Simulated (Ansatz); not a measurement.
# SnSe: start and end of a relaxation

The guess for SnSe was made by a generator: sheets of the InSe type stacked, one a cell (P-6m2, No. 187) (elements of the layers in order: SnSe (InSe type)). A sheet's type names the database crystal that the layer was cut from.

start.xyz

```xyz
4
Lattice="3.9542 0.0000 0.0000 -1.9771 3.4244 0.0000 0.0000 0.0000 8.4413" Properties=species:S:1:pos:R:3 pbc="T T T"
Sn    0.0000    0.0000    1.3837
Sn    0.0000    0.0000    7.0577
Se    0.0000    2.2830    2.6457
Se    0.0000    2.2830    5.7957
```

These are results of Ansatz 0.2.0, DFT PBE+D3(BJ), scalar-relativistic, plane waves, PAW, not measurements. Cutoff 420 eV, Gaussian smearing, Γ-centred meshes. Cell and atoms relax first on a coarse mesh and then on a converged one. In between, the cell is made exact in the group found at 0.06 Å. The steps can't lower the symmetry of their start. No spin polarisation.

end.xyz

```xyz
4
Lattice="3.9211 0.0000 0.0000 -1.9606 3.3958 0.0000 0.0000 0.0000 11.0325" Properties=species:S:1:pos:R:3 pbc="T T T"
Sn    0.0000    0.0000    2.1002
Sn    0.0000    0.0000    8.9323
Se    0.0000    2.2639    3.6598
Se    0.0000    2.2639    7.3727
```

The symmetry stays P-6m2 (No. 187). The volume per atom grows by 28.5 %, from 28.6 to 36.7 Å³. The shortest distance goes from 2.61 Å (Sn–Se) to 2.75 Å (Sn–Se). The ratio c/a of the conventional cell changes by a factor of 1.32. The energy falls by about 0.34 eV/atom (the start's value is from the coarse mesh).

For SnSe, the volume per atom is 36.7 Å³. The density is 4.5 g/cm³ and the formation energy is −0.289 eV/atom. The gap on the 12×12×4 mesh of the 4-atom cell is 0.85 eV.

Formation energies are uncorrected and refer to the elements' standard structures at the same level. The references include grey tin. A negative formation energy is needed for stability but isn't enough: competing phases decide.

The last run used Gaussian smearing of 0.02 eV. Kohn–Sham gaps at this level usually fall short of measured ones. A structure relaxed within its symmetry needn't be a true minimum. In all, the 3 runs took 6.7 min on 1 thread of Intel(R) Xeon(R) Processor @ 2.50GHz (Skylake/Cascade Lake), with other jobs on the host.
